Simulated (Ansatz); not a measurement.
Runs of Ansatz 0.2.0 on MnO. It takes space group Fm-3m (No. 225, cubic). The conventional cell has a = 4.448 Å, b = 4.448 Å, c = 4.448 Å, α = 90.00°, β = 90.00°, γ = 90.00°. Mn (site symmetry m-3m) has 6 O at 2.22 Å as nearest neighbours. Around O (site symmetry m-3m) lie 6 Mn at 2.22 Å. The cell is a database's computed one.

| task | level | cell | smearing | points for each segment of the path | gap on the mesh (eV) | pressure (GPa) | moment (μB) | relaxed volume (Å³/atom) |
| --- | --- | --- | --- | --- | --- | --- | --- | --- |
| relaxation of cell and atoms | PBEsol+D4 | relaxed | fermi-dirac 0.05 eV | - | - | 0.0 | 4.56 | 10.44 |
| band structure | LDA | as given | fermi-dirac 0.05 eV | 14 | none | (a) | 4.60 | - |
| band structure | PBE | as given | fermi-dirac 0.05 eV | 14 | none | (b) | 4.79 | - |
| relaxation of cell and atoms | PBE | relaxed | fermi-dirac 0.05 eV | - | - | 0.0 | 4.79 | 11.00 |
| relaxation of cell and atoms | PBEsol+D3(BJ) | relaxed | fermi-dirac 0.05 eV | - | none | 0.0 | 4.77 | (c) |
| single point | PBE | as given | gaussian 0.011 eV | - | none | 0.2 | 4.80 | - |
| relaxation of cell and atoms | PBE+D4 | relaxed | fermi-dirac 0.05 eV | - | - | 0.0 | 4.68 | (d) |

Alike in all rows: potentials or basis Ansatz PAW; spin collinear, ferromagnetic start; k mesh 10 × 10 × 10; cutoff (eV) 420.

Problem. Estimate the missing entries.

Solution. (a) -16.5; (b) 0.1; (c) 11.03; (d) 10.62.

Caveats: a cell with one magnetic atom can't hold antiferromagnetic order, which such compounds often take; the plane-wave basis is chosen anew once the cell has moved, so the energies of steps on either side of that aren't comparable (some runs); semilocal functionals often make such compounds metallic where correlation or magnetic order opens a gap, which also shifts bond lengths (some runs); the PAW data sets come from PBE, with cores solved anew for the run's functional, which leaves a small shift of forces and pressure (some runs); so large a pressure means that the cell lies far from this level's equilibrium, or that cutoff or potentials fall short (some runs); pairwise dispersion overbinds metals, which lowers pressure and volume (some runs).

A gap of «none» marks a metal or a gap under the smearing width.
